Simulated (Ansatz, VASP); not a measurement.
## SiC in VASP and in Ansatz

```
Si C
1.0
     0.00000    2.12276    2.12276
     2.12276    0.00000    2.12276
     2.12276    2.12276    0.00000
Si C
1 1
Direct
  0.00000 0.00000 0.00000
  0.75000 0.75000 0.75000
```

Alike in both runs: functional LDA; k mesh 10 × 10 × 10; no spin polarisation.

Ansatz relaxed the structure, and its values are those at the end. VASP's run is a single point on that final structure, the one shown.

```csv
,VASP,Ansatz
version,VASP 6.6.1,Ansatz 0.2.0
potentials or method,"VASP PAW LDA potentials, release 64 (Si, C)","PAW with Ansatz's default frozen-core files, scalar-relativistic"
plane-wave cutoff (eV),520,420
occupations,"gaussian, width 0.01 eV",fixed
valence electrons in the cell,8,8
```

|  | VASP | Ansatz | Ansatz less VASP |
| --- | --- | --- | --- |
| pressure (GPa) | 15.5 | 15.0 | -0.45 |

Caveats: so large a pressure means that the cell lies far from this level's equilibrium, or that cutoff or potentials fall short (VASP). A k mesh can miss the band edges.
